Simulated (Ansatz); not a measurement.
Zr3N4: ⁹¹Zr NMR of the central transition

Cell: a Materials Project structure (computed, not necessarily an observed phase), atoms as given.

Space group I-43d (No. 220); a = 6.7752 Å.

| site | Wyckoff | site symmetry | x | y | z |
| --- | --- | --- | --- | --- | --- |
| Zr | 12a | -4.. | 0.0000 | 0.7500 | 0.1250 |
| N | 16c | .3. | 0.3152 | 0.3152 | 0.3152 |

One atom of each set is listed; the run and its k-mesh use a cell of 14 atoms with edges of 5.87, 5.87, 5.87 Å.

Computed with Ansatz: DFT, PBE, plane waves and PAW, scalar-relativistic, 420 eV cutoff, Γ-centred 6×6×6 k-points, Fermi–Dirac smearing 0.02 eV.

⁹¹Zr has I = 5/2 and Q = -176.0 mb (Pyykkö 2018); at 23.5 T its Larmor frequency is ν₀ = 93.4 MHz. Only the quadrupole interaction is simulated: positions count from each site's isotropic chemical shift, and shift anisotropy, dipolar and J coupling are left out.

Q: Simulate the second-order pattern (static powder, Gaussian broadening 40 kHz) of site Zr (8 N at 2.22–2.48 Å).

A: The calculation gives C_Q = -52.5 MHz and η = 0.00, so ν_Q = 7.88 MHz and the centre of gravity lies at -1896 ppm (-177 kHz).

(offset (kHz), height): (-641.9, 2), (-597.3, 82), (-552.7, 100), (-508.1, 63), (-463.5, 51), (-418.9, 44), (-374.4, 40), (-329.8, 38), (-285.2, 36), (-240.6, 35), (-196.0, 33), (-151.4, 33), (-106.9, 32), (-62.3, 32), (-17.7, 31), (26.9, 26), (71.5, 27), (116.1, 29), (160.7, 31), (205.2, 36), (249.8, 44), (294.4, 71), (339.0, 58), (383.6, 2)

An axis of threefold or higher order runs through Zr, so V_zz lies along it and η is zero.

Without spin–orbit coupling (the program notes it for Zr) the gradients can shift somewhat, as the gap is small.
